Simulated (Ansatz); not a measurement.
Bi2Se3 (Paraguanajuatite):

```
Bi Se
1.0
     2.07150    1.19598    9.54533
    -2.07150    1.19598    9.54533
     0.00000   -2.39196    9.54533
Bi Se
2 3
Direct
  0.59920 0.59920 0.59920
  0.40080 0.40080 0.40080
  0.78830 0.78830 0.78830
  0.21170 0.21170 0.21170
  0.00000 0.00000 0.00000
```

Base run:

| Quantity | Value |
| --- | --- |
| Program | Ansatz 0.2.0 |
| Functional | PBE |
| Potentials or basis | all-electron LAPW, inner shells corrected to Dirac's equation |
| Cutoff | 207 eV (chosen from the basis error) |
| Basis error allowed | 0.002 eV/atom |
| k mesh | 8 × 8 × 8 |
| Occupations | fermi-dirac, width 0.05 eV |
| Spin | no spin polarisation |

Its results: band gap on the k mesh 0.22 eV, direct; pressure 2.6 GPa; largest force 0.163 eV/Å.

**Question.** The run is repeated on the same cell with these changes: potentials or basis from all-electron LAPW, inner shells corrected to Dirac's equation to all-electron LAPW, non-relativistic. What comes out?

**Answer.** Band gap on the k mesh 0.23 eV, indirect (least direct gap 0.40 eV); pressure 4.9 GPa; largest force 0.582 eV/Å.

Caveats: spin-orbit coupling is left out, which as a rule narrows the gap of such compounds by several tenths of an eV; relativity is left out, which matters for the heavier elements (some runs).

A k mesh can miss the band edges.
